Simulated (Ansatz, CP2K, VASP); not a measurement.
# C3N4: 3 runs at one level of theory

```
N C
1.0
     3.45676    0.00000    0.00000
     0.00000    3.45676    0.00000
     0.00000    0.00000    3.45676
N C
4 3
Direct
  0.76936 0.24821 0.23058
  0.26386 0.73562 0.24488
  0.78472 0.78678 0.80249
  0.27290 0.26210 0.72951
  0.00772 0.51545 0.95975
  0.53238 0.03367 0.98511
  0.97032 0.98523 0.46941
```

The cell comes from a database or a generator and needn't be the stable form of this composition.

Alike in all runs: task single point; functional LDA; k mesh 8 × 8 × 8; occupations gaussian, width 0.05 eV; no spin polarisation; no spin-orbit coupling. LDA stands for any of its common fits. Pressure is positive in compression and, in plane waves, holds the error of the finite cutoff, which Ansatz's Pulay term estimates and takes out.

| program and potentials | plane-wave cutoff (eV) | notes | band gap (eV) | pressure (GPa) | largest force (eV/Å) |
| --- | --- | --- | --- | --- | --- |
| Ansatz, Ansatz PAW | 420 | potentials made for PBE, which Ansatz adapts in part; Pulay term of +1.67 GPa included | 0.82 | -3.27 | 8.367 |
| VASP, LDA PAW files C, N, 520 eV | 520 | - | ? | ? | ? |
| CP2K, GTH_POTENTIALS N GTH-PADE-q5, C GTH-PADE-q4; TZVP-MOLOPT-PBE-GTH basis | - | atomic basis | 0.78 | 0.63 | 8.587 |

Task: Estimate from the other rows what the run with VASP, LDA PAW files C, N, 520 eV gave.

Result: Band gap 0.80 eV; pressure -1.55 GPa; largest force 8.390 eV/Å. The other rows, which needn't bracket it: band gap 0.78 to 0.82; pressure -3.27 to 0.63; largest force 8.367 to 8.587.
